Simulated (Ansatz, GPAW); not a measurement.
# Ballistic transport through benzoquinonedithiol between two Al chains, from relaxation to T(E)

Wanted: T(E) of benzoquinonedithiol between two Al chains at a relaxed geometry in two programs, beside the unrelaxed structure.

Main program and level: GPAW 26.7.0 and Ansatz 0.2.0; Ansatz plane waves; relaxation of the junction with the lead ends held; PAW set soft_1, in the first sound run; inputs show where later runs differ.

### Step 1. The structure

The cell holds 26 atoms: 14 Al, 2 S, 2 H, 6 C and 2 O. Its edges and angles: a = 11.827 Å, b = 9.000 Å, c = 40.306 Å, α = 90.0°, β = 90.0°, γ = 90.0°. Regions: left lead, 7 atoms (7 Al); channel, 12 atoms (2 S, 2 H, 6 C and 2 O); right lead, 7 atoms (7 Al). Vacuum lies along a and b. The structure is stacked along c, and the current runs across the ab planes.

### Step 2. Relaxing the atoms

Transmission follows bond lengths closely, so the atoms between the held lead ends are relaxed first, from a slightly shaken start that lets symmetry break.

Input file input.yaml:

```yaml
crystal:
  lattice:
    - [11.8273639746, 0.0, 0.0]
    - [0.0, 9.0, 0.0]
    - [0.0, 0.0, 40.3057427748]
  atoms:
    - { symbol: Al, position: [0.5, 0.5, 0.0297724323] }
    - { symbol: Al, position: [0.5, 0.5, 0.089317297] }
    - { symbol: Al, position: [0.5, 0.5, 0.1488621617] }
    - { symbol: Al, position: [0.5, 0.5, 0.2084070264] }
    - { symbol: Al, position: [0.5, 0.5, 0.2679518911] }
    - { symbol: Al, position: [0.4951170916, 0.4899373492, 0.3283560352] }
    - { symbol: Al, position: [0.5039639819, 0.5044317246, 0.3867218702] }
    - { symbol: S, position: [0.3821394434, 0.4990271738, 0.4303317475] }
    - { symbol: H, position: [0.6208389582, 0.5001935334, 0.4489731287] }
    - { symbol: C, position: [0.4538607228, 0.5012474038, 0.4665701539] }
    - { symbol: C, position: [0.5628880314, 0.4985768205, 0.4686613958] }
    - { symbol: O, position: [0.2695973109, 0.5004950475, 0.4965591408] }
    - { symbol: C, position: [0.3794376247, 0.4973317762, 0.4983758573] }
    - { symbol: C, position: [0.6238584207, 0.501273432, 0.501329222] }
    - { symbol: O, position: [0.7200358771, 0.5071385982, 0.5026229877] }
    - { symbol: C, position: [0.4421203822, 0.4992073828, 0.5292761412] }
    - { symbol: C, position: [0.5495994964, 0.4958884451, 0.5326568305] }
    - { symbol: H, position: [0.3855477729, 0.503003855, 0.5538620042] }
    - { symbol: S, position: [0.6186164027, 0.5011610818, 0.5700147157] }
    - { symbol: Al, position: [0.4976419187, 0.5009218, 0.6122975764] }
    - { symbol: Al, position: [0.4992053452, 0.4989859897, 0.6716432799] }
    - { symbol: Al, position: [0.5, 0.5, 0.7320481089] }
    - { symbol: Al, position: [0.5, 0.5, 0.7915929736] }
    - { symbol: Al, position: [0.5, 0.5, 0.8511378383] }
    - { symbol: Al, position: [0.5, 0.5, 0.910682703] }
    - { symbol: Al, position: [0.5, 0.5, 0.9702275677] }
kpoints:
  mp_grid: { grid: [1, 1, 2] }
hamiltonian:
  xc: pbe
  pseudopotentials: { kind: paw, azcp: { folder: soft_1 } }
scf:
  occupations: { method: fermi_dirac, width: 0.1 }
relax:
  f_tol: 0.03
  max_steps: 80
  constraints: [{ sites: [0, 1, 2, 3, 4, 21, 22, 23, 24, 25] }]
```

The run is started by

```sh
ansatz run input.yaml --threads 4 --pin off --max-ram 8192MiB --backend cpu --events-out ev --progress --plain --runs-dir out
```

Numbers of over 12 decimals in the logs are rounded to 6 here.

The program printed:

```text
Engine: ansatz 0.2.0, aarch64-unknown-linux-gnu
Pseudopotentials: kind: paw
Pseudopotential: Al, paw, valence charge 3, recommended cutoff 420 eV (normal), soft_1/Al.paw.azcp
Pseudopotential: S, paw, valence charge 6, recommended cutoff 420 eV (normal), soft_1/S.paw.azcp
Pseudopotential: H, paw, valence charge 1, recommended cutoff 420 eV (normal), soft_1/H.paw.azcp
Pseudopotential: C, paw, valence charge 4, recommended cutoff 420 eV (normal), soft_1/C.paw.azcp
Pseudopotential: O, paw, valence charge 6, recommended cutoff 420 eV (normal), soft_1/O.paw.azcp
Functional definition: PBE
  parameter kappa = 0.804
  parameter beta = 0.066725
  exchange = pbe_x(kappa = kappa, mu = beta*pi^2/3)
  correlation = pbe_c(beta = beta)
Crystal: 26 atoms, lattice volume = 4290.396 Å³
Basis set: ecut = 420 eV, 83779 PW (Γ), exchange–correlation on 160×128×540 points (8 copies of the dense FFT grid, shifted against one another)
Bands: 72, of which v1, the nominal top of the filled ones, is band 46 counted from 1 (45 counted from 0)
Symmetry: 1 space group operations
Space group: P1 (ITA 1), of the structure as read, at distance tolerance 1.6e-4 Å
k-points: 2
Non-local potential: Al, projectors of the file, l = 0: 2, l = 1: 2, l = 2: 1
Non-local potential: S, projectors of the file, l = 0: 2, l = 1: 2, l = 2: 1
Non-local potential: H, projectors of the file, l = 0: 2, l = 1: 1
Non-local potential: C, projectors of the file, l = 0: 2, l = 1: 2, l = 2: 1
Non-local potential: O, projectors of the file, l = 0: 2, l = 1: 2, l = 2: 1
PAW form: soft (Blöchl's): semilocal exchange-correlation on the pseudo side does not see the compensation charge
PAW one-centre angular grid: Al, 110 points (default); XC on 64 Gauss nodes
PAW one-centre angular grid: S, 110 points (default); XC on 64 Gauss nodes
PAW one-centre angular grid: H, 110 points (default); XC on 64 Gauss nodes
PAW one-centre angular grid: C, 110 points (default); XC on 64 Gauss nodes
PAW one-centre angular grid: O, 110 points (default); XC on 64 Gauss nodes
Initial density: superposition of atomic densities (neutral atoms: chi_scale 0, normalization atom)
Initial wavefunctions: pseudopotential atomic-orbital guess
Functional: x = pbe(κ = 0.804, μ = 0.219515), c = pbe(β = 0.066725)
SCF iter   1: F=—  HF=-11984.690518 eV  |F-HF|=—  |Δ(HF+E_count)|=         —  Δρ=2.67e-2  dr2=6.32e1  ethr=3.10e-3  ⟨swp⟩=22.5  Hψ=1018  notcnv=0
preconditioner: auto → LDOS  [metal: Δε(μ)=0.042 eV  Ē_g=5.387 eV  σ=0.100 eV  W_gap=0.11  n_scr=218 (ndim 8)  ℏωp=4.2 eV  f_vac=0.670  D(μ)=26.39/eV (n_scr^D=84)  β→1.0]
SCF iter   2: F=—  HF=-12004.273198 eV  |F-HF|=—  |Δ(HF+E_count)|=    1.96e1  Δρ=6.66e-2  dr2=4.26e2  ethr=3.10e-3  ⟨swp⟩=14.5  Hψ=926  notcnv=0  defer=2  recentre
SCF iter   3: F=—  HF=-11976.526324 eV  |F-HF|=—  |Δ(HF+E_count)|=    2.77e1  Δρ=1.61e-2  dr2=3.51e1  ethr=3.10e-3  ⟨swp⟩=4.0  Hψ=466  notcnv=0  defer=4
SCF iter   4: F=—  HF=-11972.297076 eV  |F-HF|=—  |Δ(HF+E_count)|=    4.23e0  Δρ=1.05e-2  dr2=6.49e0  ethr=3.10e-3  ⟨swp⟩=6.5  Hψ=396  notcnv=0  defer=1
SCF iter   5: F=—  HF=-11970.975332 eV  |F-HF|=—  |Δ(HF+E_count)|=    1.32e0  Δρ=3.66e-3  dr2=5.02e-1  ethr=3.10e-3  ⟨swp⟩=3.0  Hψ=309  notcnv=0  defer=2
SCF iter   6: F=—  HF=-11970.906270 eV  |F-HF|=—  |Δ(HF+E_count)|=   6.91e-2  Δρ=1.04e-3  dr2=1.52e-1  ethr=5.46e-4  ⟨swp⟩=4.0  Hψ=288  notcnv=0  defer=3
SCF iter   7: F=—  HF=-11970.913935 eV  |F-HF|=—  |Δ(HF+E_count)|=   7.67e-3  Δρ=8.47e-4  dr2=1.20e-1  ethr=1.65e-4  ⟨swp⟩=2.5  Hψ=285  notcnv=0  defer=3
SCF iter   8: F=—  HF=-11970.906642 eV  |F-HF|=—  |Δ(HF+E_count)|=   7.29e-3  Δρ=4.75e-4  dr2=5.81e-2  ethr=1.30e-4  ⟨swp⟩=1.5  Hψ=152  notcnv=0  defer=3
SCF iter   9: F=—  HF=-11970.902696 eV  |F-HF|=—  |Δ(HF+E_count)|=   3.95e-3  Δρ=3.05e-4  dr2=1.56e-2  ethr=6.31e-5  ⟨swp⟩=2.0  Hψ=160  notcnv=0  defer=3
SCF iter  10: F=—  HF=-11970.900484 eV  |F-HF|=—  |Δ(HF+E_count)|=   2.21e-3  Δρ=1.33e-4  dr2=2.04e-3  ethr=1.69e-5  ⟨swp⟩=2.0  Hψ=185  notcnv=0  defer=3
SCF iter  11: F=—  HF=-11970.900185 eV  |F-HF|=—  |Δ(HF+E_count)|=   2.99e-4  Δρ=4.12e-5  dr2=3.05e-4  ethr=2.21e-6  ⟨swp⟩=2.0  Hψ=208  notcnv=0  defer=3
SCF iter  12: F=—  HF=-11970.900241 eV  |F-HF|=—  |Δ(HF+E_count)|=   5.64e-5  Δρ=1.64e-5  dr2=4.60e-5  ethr=3.31e-7  ⟨swp⟩=3.0  Hψ=238  notcnv=0  defer=3
SCF iter  13: F=-11970.900250 eV  HF=-11970.900253 eV  |F-HF|=3.26e-6  |Δ(HF+E_count)|=   1.20e-5  Δρ=8.43e-6  dr2=7.92e-6  ethr=2.45e-8  ⟨swp⟩=5.0  Hψ=493  notcnv=0
SCF 1 converged in 13 iterations: F = -11970.900250 eV  dr2 = 7.92e-6
  greatest PAW one-centre occupation: 0.885 electrons in one spin orbital (limit 2), on the O atom at site 14 (counted from 0), in its partial waves of l = 0
relax step   1: F+E_penalty+E_count = -11970.90025008 eV  Δ(F+E_penalty+E_count) = +0.000e0 eV  max|allowed force component| = 7.930e0 eV/Å  Δτ_max = 0.0000 Å  (13 SCF iters, dr2 threshold 2.25e-5 eV, accepted)
Initial density: handed on by an earlier stage of this run
Initial wavefunctions: those handed on with the density
iter 1 solved again at ethr=7.54e-4 eV; its pass at ethr=3.10e-3 eV (dr2=6.94e-1 eV) is discarded
SCF iter   1: F=—  HF=-11972.305474 eV  |F-HF|=—  |Δ(HF+E_count)|=         —  Δρ=3.84e-3  dr2=5.96e-1  ethr=7.54e-4  ⟨swp⟩=1.0  Hψ=548  notcnv=0  defer=3
preconditioner: auto → LDOS  [metal: Δε(μ)=0.114 eV  Ē_g=5.584 eV  σ=0.100 eV  W_gap=0.27  n_scr=218 (ndim 8)  ℏωp=4.9 eV  f_vac=0.701  D(μ)=23.94/eV (n_scr^D=80)  β→1.0]
SCF iter   2: F=—  HF=-11972.193947 eV  |F-HF|=—  |Δ(HF+E_count)|=   1.12e-1  Δρ=1.50e-3  dr2=1.91e-1  ethr=6.48e-4  ⟨swp⟩=2.0  Hψ=280  notcnv=0  defer=3
SCF iter   3: F=—  HF=-11972.175572 eV  |F-HF|=—  |Δ(HF+E_count)|=   1.84e-2  Δρ=2.94e-4  dr2=1.16e-2  ethr=2.08e-4  ⟨swp⟩=2.0  Hψ=267  notcnv=0  defer=3
SCF iter   4: F=—  HF=-11972.177062 eV  |F-HF|=—  |Δ(HF+E_count)|=   1.49e-3  Δρ=1.45e-4  dr2=2.54e-3  ethr=1.26e-5  ⟨swp⟩=3.0  Hψ=254  notcnv=0  defer=4
SCF iter   5: F=—  HF=-11972.176917 eV  |F-HF|=—  |Δ(HF+E_count)|=   1.45e-4  Δρ=7.23e-5  dr2=6.35e-4  ethr=2.76e-6  ⟨swp⟩=2.0  Hψ=198  notcnv=0  defer=4
SCF iter   6: F=-11972.176846 eV  HF=-11972.176856 eV  |F-HF|=1.03e-5  |Δ(HF+E_count)|=   6.07e-5  Δρ=2.89e-5  dr2=8.40e-5  ethr=1.09e-7  ⟨swp⟩=4.0  Hψ=595  notcnv=0
SCF 2 converged in 6 iterations: F = -11972.176846 eV  dr2 = 8.40e-5
  greatest PAW one-centre occupation: 0.879 electrons in one spin orbital (limit 2), on the O atom at site 14 (counted from 0), in its partial waves of l = 0
[...]
relax step  10: F+E_penalty+E_count = -11973.07765724 eV  Δ(F+E_penalty+E_count) = -5.570e-4 eV  max|allowed force component| = 2.772e-2 eV/Å  Δτ_max = 0.0309 Å  (7 SCF iters, accepted)
relax step  11: F+E_penalty+E_count = -11973.07852372 eV  Δ(F+E_penalty+E_count) = -8.665e-4 eV  max|allowed force component| = 9.371e-2 eV/Å  Δτ_max = 0.1071 Å  (8 SCF iters, accepted)
relax step  12: F+E_penalty+E_count = -11973.07978558 eV  Δ(F+E_penalty+E_count) = -1.262e-3 eV  max|allowed force component| = 8.737e-2 eV/Å  Δτ_max = 0.0257 Å  (4 SCF iters, dr2 threshold 8.78e-6 eV, accepted)
relax step  13: F+E_penalty+E_count = -11973.08328913 eV  Δ(F+E_penalty+E_count) = -3.504e-3 eV  max|allowed force component| = 8.505e-2 eV/Å  Δτ_max = 0.1143 Å  (6 SCF iters, dr2 threshold 6.63e-6 eV, accepted)
relax step  14: F+E_penalty+E_count = -11973.08466480 eV  Δ(F+E_penalty+E_count) = -1.376e-3 eV  max|allowed force component| = 1.570e-1 eV/Å  Δτ_max = 0.1498 Å  (6 SCF iters, dr2 threshold 6.29e-6 eV, accepted)
relax step  15: F+E_penalty+E_count = -11973.08817154 eV  Δ(F+E_penalty+E_count) = -3.507e-3 eV  max|allowed force component| = 1.075e-1 eV/Å  Δτ_max = 0.0218 Å  (4 SCF iters, dr2 threshold 2.33e-5 eV, accepted)
relax step  16: F+E_penalty+E_count = -11973.09125342 eV  Δ(F+E_penalty+E_count) = -3.082e-3 eV  max|allowed force component| = 1.627e-2 eV/Å  Δτ_max = 0.0411 Å  (5 SCF iters, dr2 threshold 5.43e-6 eV, accepted)
relax step  17: F+E_penalty+E_count = -11973.09125461 eV  Δ(F+E_penalty+E_count) = -1.189e-6 eV  max|allowed force component| = 1.627e-2 eV/Å  Δτ_max = 0.0000 Å  (4 SCF iters, accepted)
relax step  18: F+E_penalty+E_count = -11973.09296102 eV  Δ(F+E_penalty+E_count) = -1.706e-3 eV  max|allowed force component| = 4.591e-2 eV/Å  Δτ_max = 0.0761 Å  (8 SCF iters, accepted)
relax step  19: F+E_penalty+E_count = -11973.09319826 eV  Δ(F+E_penalty+E_count) = -2.372e-4 eV  max|allowed force component| = 9.206e-2 eV/Å  Δτ_max = 0.1364 Å  (7 SCF iters, dr2 threshold 2.11e-6 eV, accepted)
relax step  20: F+E_penalty+E_count = -11973.09408614 eV  Δ(F+E_penalty+E_count) = -8.879e-4 eV  max|allowed force component| = 4.701e-2 eV/Å  Δτ_max = 0.0264 Å  (4 SCF iters, dr2 threshold 8.48e-6 eV, accepted)
SCF iter   1: F=—  HF=-11973.096022 eV  |F-HF|=—  |Δ(HF+E_count)|=         —  Δρ=5.19e-4  dr2=6.30e-3  ethr=6.41e-5  ⟨swp⟩=2.0  Hψ=324  notcnv=0  defer=2
preconditioner: auto → LDOS  [metal: Δε(μ)=0.087 eV  Ē_g=5.461 eV  σ=0.100 eV  W_gap=0.21  n_scr=218 (ndim 8)  ℏωp=4.9 eV  f_vac=0.699  D(μ)=19.63/eV (n_scr^D=54)  β→1.0]
SCF iter   2: F=—  HF=-11973.095269 eV  |F-HF|=—  |Δ(HF+E_count)|=   7.53e-4  Δρ=1.89e-4  dr2=1.98e-3  ethr=6.85e-6  ⟨swp⟩=2.0  Hψ=240  notcnv=0  defer=2
SCF iter   3: F=—  HF=-11973.094620 eV  |F-HF|=—  |Δ(HF+E_count)|=   6.48e-4  Δρ=3.36e-5  dr2=5.25e-5  ethr=2.16e-6  ⟨swp⟩=2.0  Hψ=214  notcnv=0  defer=2
SCF iter   4: F=—  HF=-11973.094244 eV  |F-HF|=—  |Δ(HF+E_count)|=   3.76e-4  Δρ=7.66e-6  dr2=4.91e-6  ethr=5.71e-8  ⟨swp⟩=2.0  Hψ=236  notcnv=0  defer=2
SCF iter   5: F=—  HF=-11973.094245 eV  |F-HF|=—  |Δ(HF+E_count)|=   4.74e-7  Δρ=2.39e-6  dr2=7.11e-7  ethr=5.33e-9  ⟨swp⟩=2.0  Hψ=215  notcnv=0  defer=2
SCF iter   6: F=—  HF=-11973.094245 eV  |F-HF|=—  |Δ(HF+E_count)|=   3.59e-7  Δρ=1.68e-6  dr2=2.26e-7  ethr=7.73e-10  ⟨swp⟩=2.0  Hψ=229  notcnv=0  defer=2
SCF iter   7: F=-11973.094245 eV  HF=-11973.094245 eV  |F-HF|=1.30e-8  |Δ(HF+E_count)|=   6.35e-9  Δρ=4.97e-7  dr2=2.73e-8  ethr=1.09e-10  ⟨swp⟩=5.0  Hψ=507  notcnv=0
SCF 21 converged in 7 iterations: F = -11973.094245 eV  dr2 = 2.73e-8
relax step  21: F+E_penalty+E_count = -11973.09424521 eV  Δ(F+E_penalty+E_count) = -1.591e-4 eV  max|allowed force component| = 2.817e-2 eV/Å  Δτ_max = 0.0183 Å  (7 SCF iters, accepted)
SCF converged after 7 iterations
Free energy (F): -11973.094245 eV
Harris-Foulkes:  -11973.094245 eV  (|F-HF|=1.30e-8)
Internal energy: -11972.445848 eV  (E = F + TS)
E sigma→0 (E₀):  -11972.770047 eV
Entropy (-TS):   -0.648397 eV (-24.938 meV/atom)
Fermi energy:    -3.343094 eV
--- Per-component energies (eV) ---
  E_band       = -849.897121
  E_kinetic    = 1354.952399
  E_local      = -16489.494342  (includes V_loc(G=0)·N_el)
  E_nonlocal   = 470.073277
  E_hartree    = 7538.836349
  E_xc         = -1099.599229
  E_vxc        = -1059.368636  (∫ρ·V_xc dr)
  E_paw        = -8715.967830  (= ΣΔE_a)
  E_vpaw       = -203.728231  (= ΣTr[D̂ρ^β])
  E_aug_tail   = -0.000521  (compensation charges beyond the density's cutoff)
  E_ewald      = 4968.754050
  E_smearing   = -0.648397  (= −TS)
  E_closure    = 0.000000  (closes the sum)
  Σ components = -11973.094245   (vs F -11973.094245, Δ=0.00e0)
--- Forces (eV/Å), atoms counted from 1 ---
  atom   1  Al    -0.00905505    -0.00506202    -0.03080320
  atom   2  Al    -0.01389236    -0.00902888    -0.04845256
  atom   3  Al     0.06060722     0.03753994    -0.01494417
  atom   4  Al    -0.10241669    -0.06332522    -0.30123547
  atom   5  Al     0.06595267     0.03955251     0.87587800
  atom   6  Al     0.00285918     0.00179033     0.00093789
  atom   7  Al    -0.00281947    -0.00247209    -0.00104215
  atom   8  S      0.00044786    -0.00099700    -0.00097803
  atom   9  H      0.00522825    -0.00424047    -0.00434091
  atom  10  C      0.00210946     0.01047992    -0.00662149
  atom  11  C     -0.00141656     0.00665835     0.00287761
  atom  12  O     -0.00218477     0.01134973    -0.00376617
  atom  13  C     -0.00221770    -0.02817122     0.00984293
  atom  14  C      0.00066218    -0.00475546     0.00046484
  atom  15  O      0.00315971    -0.00161582    -0.00003565
  atom  16  C      0.00065914     0.00618789    -0.00377330
  atom  17  C     -0.00189387     0.00379787    -0.00169378
  atom  18  H     -0.00334576     0.00211927     0.00311091
  atom  19  S      0.00082895     0.00147088     0.00287351
  atom  20  Al     0.00008866    -0.00036400     0.00026624
  atom  21  Al    -0.00027230     0.00014785    -0.00119168
  atom  22  Al    -0.06840967    -0.04040587    -0.87271804
  atom  23  Al     0.10335587     0.06217280     0.30140314
  atom  24  Al    -0.06106577    -0.03665840     0.01497412
  atom  25  Al     0.01396420     0.00862888     0.04819287
  atom  26  Al     0.00906776     0.00516040     0.03077314
  max |Σ_I F_I| component: 3.98e-5 eV/Å
--- Relaxed structure (21 steps of the walk, 21 accepted, 0 SCFs on fresh bases) ---
  F+E_penalty+E_count = -11973.09424521 eV   max|allowed force component| = 2.817e-2 eV/Å
  atoms:
    - { symbol: Al, position: [0.5, 0.5, 0.0297724323] }
    - { symbol: Al, position: [0.5, 0.5, 0.089317] }
    - { symbol: Al, position: [0.5, 0.5, 0.1488621617] }
    - { symbol: Al, position: [0.5, 0.5, 0.208407] }
    - { symbol: Al, position: [0.5, 0.5, 0.2679518911] }
    - { symbol: Al, position: [0.417051, 0.433489, 0.326137] }
    - { symbol: Al, position: [0.500664, 0.501920, 0.385925] }
    - { symbol: S, position: [0.392103, 0.425071, 0.428491] }
    - { symbol: H, position: [0.633652, 0.428371, 0.454107] }
    - { symbol: C, position: [0.459348, 0.467326, 0.466533] }
    - { symbol: C, position: [0.571961, 0.459944, 0.472954] }
    - { symbol: O, position: [0.276217, 0.511512, 0.489784] }
    - { symbol: C, position: [0.379062, 0.506217, 0.494229] }
    - { symbol: C, position: [0.620852, 0.491372, 0.505775] }
    - { symbol: O, position: [0.723705, 0.486258, 0.510216] }
    - { symbol: C, position: [0.427929, 0.537162, 0.527079] }
    - { symbol: C, position: [0.540541, 0.529767, 0.533502] }
    - { symbol: H, position: [0.366205, 0.568566, 0.545935] }
    - { symbol: S, position: [0.607959, 0.571699, 0.571530] }
    - { symbol: Al, position: [0.498979, 0.497055, 0.614189] }
    - { symbol: Al, position: [0.583355, 0.564866, 0.673859] }
    - { symbol: Al, position: [0.5, 0.5, 0.7320481089] }
    - { symbol: Al, position: [0.5, 0.5, 0.7915929736] }
    - { symbol: Al, position: [0.5, 0.5, 0.8511378383] }
    - { symbol: Al, position: [0.5, 0.5, 0.910683] }
    - { symbol: Al, position: [0.5, 0.5, 0.9702275677] }
```

It took 4.1 min on 4 threads of Arm Neoverse V1, shared host; peak memory 4.1 GiB; 16 min of CPU time.

The steps of the relaxation:

```
step  energy less that of the first step (eV)  largest force component (eV/Å)
   1                                   0.0000                          7.9299
   2                                  -1.2766                          2.2331
   3                                  -1.6517                          0.8941
   4                                  -1.9012                          0.6608
   5                                  -2.0603                          0.3205
   6                                  -2.1365                          0.1814
   7                                  -2.1707                          0.1274
   8                                  -2.1752                          0.0605
   9                                  -2.1768                          0.0123
  10                                  -2.1774                          0.0277
  11                                  -2.1783                          0.0937
  12                                  -2.1795                          0.0874
  13                                  -2.1830                          0.0851
  14                                  -2.1844                          0.1570
  15                                  -2.1879                          0.1075
  16                                  -2.1910                          0.0163
  17                                  -2.1910                          0.0163
  18                                  -2.1927                          0.0459
  19                                  -2.1929                          0.0921
  20                                  -2.1938                          0.0470
  21                                  -2.1940                          0.0282
```

The atoms that moved most (Å):

```
atom      dx      dy      dz  length
Al21   0.995   0.593   0.089   1.162
 Al6  -0.923  -0.508  -0.089   1.058
 H18  -0.229   0.590  -0.320   0.709
  H9   0.152  -0.646   0.207   0.695
  S8   0.118  -0.666  -0.074   0.680
 S19  -0.126   0.635   0.061   0.650
 C11   0.107  -0.348   0.173   0.403
 C16  -0.168   0.342  -0.089   0.391
```

Final coordinates:

```cif
data_structure
_symmetry_space_group_name_H-M 'P 1'
_symmetry_Int_Tables_number 1
_cell_length_a 11.8274
_cell_length_b 9.0000
_cell_length_c 40.3057
_cell_angle_alpha 90.000
_cell_angle_beta 90.000
_cell_angle_gamma 90.000
_cell_volume 4290.40
loop_
_atom_site_label
_atom_site_type_symbol
_atom_site_fract_x
_atom_site_fract_y
_atom_site_fract_z
_atom_site_occupancy
Al1 Al 0.50000 0.50000 0.02977 1
Al2 Al 0.50000 0.50000 0.08932 1
Al3 Al 0.50000 0.50000 0.14886 1
Al4 Al 0.50000 0.50000 0.20841 1
Al5 Al 0.50000 0.50000 0.26795 1
Al6 Al 0.41705 0.43349 0.32614 1
Al7 Al 0.50066 0.50192 0.38593 1
S8 S 0.39210 0.42507 0.42849 1
H9 H 0.63365 0.42837 0.45411 1
C10 C 0.45935 0.46733 0.46653 1
C11 C 0.57196 0.45994 0.47295 1
O12 O 0.27622 0.51151 0.48978 1
C13 C 0.37906 0.50622 0.49423 1
C14 C 0.62085 0.49137 0.50578 1
O15 O 0.72371 0.48626 0.51022 1
C16 C 0.42793 0.53716 0.52708 1
C17 C 0.54054 0.52977 0.53350 1
H18 H 0.36620 0.56857 0.54593 1
S19 S 0.60796 0.57170 0.57153 1
Al20 Al 0.49898 0.49705 0.61419 1
Al21 Al 0.58336 0.56487 0.67386 1
Al22 Al 0.50000 0.50000 0.73205 1
Al23 Al 0.50000 0.50000 0.79159 1
Al24 Al 0.50000 0.50000 0.85114 1
Al25 Al 0.50000 0.50000 0.91068 1
Al26 Al 0.50000 0.50000 0.97023 1
```

This step gave:

- free energy: -11973.0942 eV
- smearing term TS: 0.6484 eV
- symmetry operations: 1

The relaxation lowered the energy of the cell by 2.19 eV.

(Continued in part 2 of 4.)

[Logs are printed without paths, hosts, clocks, repeated set-up lines and the standing remarks that a program may print on its own settings, such as how far it seeks lower states.]

[Hosts, paths, dates, database ids (printed as entryN), source tags and the programs' standing remarks are cut or masked in the printed files.]
